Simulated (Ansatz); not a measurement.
# GaAs: the cost of one run

Computed with Ansatz 0.2.0 (DFT PBEsol, all-electron LAPW, scalar-relativistic unless said, unless a step's input says otherwise).

### 1 Starting point

Symmetry: F-43m, No. 216, cubic system. Conventional cell: a = 5.658 Å, b = 5.658 Å, c = 5.658 Å, α = 90.00°, β = 90.00°, γ = 90.00°. Around Ga (site symmetry -43m) lie 4 As at 2.45 Å. Around As (site symmetry -43m) lie 4 Ga at 2.45 Å.

Structure file:

```cif
data_structure
_symmetry_space_group_name_H-M 'F-43m'
_symmetry_Int_Tables_number 216
_cell_length_a 5.6584
_cell_length_b 5.6584
_cell_length_c 5.6584
_cell_angle_alpha 90.000
_cell_angle_beta 90.000
_cell_angle_gamma 90.000
_cell_volume 181.17
loop_
_atom_site_label
_atom_site_type_symbol
_atom_site_symmetry_multiplicity
_atom_site_Wyckoff_symbol
_atom_site_fract_x
_atom_site_fract_y
_atom_site_fract_z
_atom_site_occupancy
Ga1 Ga 4 a 0.00000 0.00000 0.00000 1
As1 As 4 c 0.25000 0.25000 0.25000 1
```

Cartesian axes are those of the input's lattice vectors. The structure goes back to a database entry.

### 2 Reference run, LAPW

Contents of input.yaml:

```yaml
crystal:
  lattice:
    - [0.0, 2.82920034817, 2.82920034817]
    - [2.82920034817, 0.0, 2.82920034817]
    - [2.82920034817, 2.82920034817, 0.0]
  atoms:
    - { symbol: Ga, position: [0.0, 0.0, 0.0] }
    - { symbol: As, position: [0.75, 0.75, 0.75] }
kpoints:
  mp_grid: { grid: [8, 8, 8] }
scf:
  occupations: { method: fixed }
hamiltonian:
  xc: pbesol
  pseudopotentials: { kind: all_electron, lapw: { basis_error: 0.001 } }
phonons:
  qmesh: [2, 2, 2]
  qpath:
    path:
      - [0.0, 0.0, 0.0]
      - [-0.5, -0.5, 0.0]
      - [-0.375, -0.375, 0.25]
      - [-0.375, 0.0, 0.375]
      - [0.0, 0.0, 0.0]
      - [0.0, 0.0, 0.5]
      - [-0.5, -0.25, 0.25]
      - [-0.5, -0.5, 0.0]
    npoints: 6
  temperatures: { t_min: 0, t_max: 1000, t_step: 100 }
```

On the command line:

```sh
$ ansatz run input.yaml --threads 1 --pin off --max-ram 3072MiB --backend cpu --events-out ev --progress --plain --runs-dir out
```

Q: Estimate wall time and peak memory on 1 thread of Intel Xeon Platinum 8259CL at 2.50GHz (Skylake/Cascade Lake), shared host.

About 29 min, with a peak of 1.5 GiB.
